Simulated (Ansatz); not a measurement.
Runs of Ansatz 0.2.0 on Ge. Symmetry: Imma, No. 74, orthorhombic system. Conventional cell: a = 4.992 Å, b = 5.302 Å, c = 2.874 Å, α = 90.00°, β = 90.00°, γ = 90.00°. Around Ge (site symmetry mm2) lie 6 Ge at 2.68 to 2.87 Å. This isn't the form of Ge at room conditions, which is diamond.

| task | level | potentials or basis | cell | k mesh | cutoff (eV) | smearing | basis error allowed | mesh quality | gap on the mesh (eV) | pressure (GPa) | largest force (eV/Å) |
| --- | --- | --- | --- | --- | --- | --- | --- | --- | --- | --- | --- |
| density of states | PBEsol | all-electron PAW datasets made for the crystal | as given | 11 × 11 × 11 | 160 | fermi-dirac 0.05 eV | - | not flagged | none | (a) | 0.06 |
| phonons | PBEsol | all-electron LAPW, scalar-relativistic | as given | 11 × 11 × 11 | 273 | fermi-dirac 0.05 eV | 0.001 eV/atom | not flagged | none | - | 0.06 |
| single point | PBE | all-electron LAPW, scalar-relativistic | atoms moved at random, drawn with an rms of 0.05 Å | 11 × 11 × 11 | 254 | fermi-dirac 0.05 eV | 0.001 eV/atom | not flagged | none | 1.4 | 0.17 |
| single point | PBE | all-electron LAPW, scalar-relativistic | as given | 11 × 11 × 11 | 252 | fermi-dirac 0.05 eV | 0.001 eV/atom | not flagged | none | (b) | 0.06 |
| single point | PBEsol | all-electron LAPW, scalar-relativistic | as given | 7 × 7 × 7 | 252 | fermi-dirac 0.03 eV | 0.001 eV/atom | coarse | none | -3.1 | 0.08 |
| elastic constants | PBEsol | all-electron LAPW, scalar-relativistic | as given | 8 × 8 × 8 | 273 | fermi-dirac 0.05 eV | 0.001 eV/atom | coarse | none | -2.6 | - |

Alike in all rows: no spin polarisation.

Problem. Estimate the missing entries.

Solution. (a) -2.5; (b) 1.2.

Caveats: some runs use coarse meshes; a metal's response needs a denser mesh (some runs); the k mesh is thin for a metal, which can move the energy by tens of meV per atom (some runs); the program warned that the printed levels may be off, so bands, gaps and densities of states are rough (some runs); elastic constants of metals need much finer meshes, so these are rough (some runs).

A k mesh can miss the band edges, and the runs leave out spin-orbit coupling on Ge.

A gap of «none» marks a metal or a gap under the smearing width.

The runs don't all hold the same shells in valence.
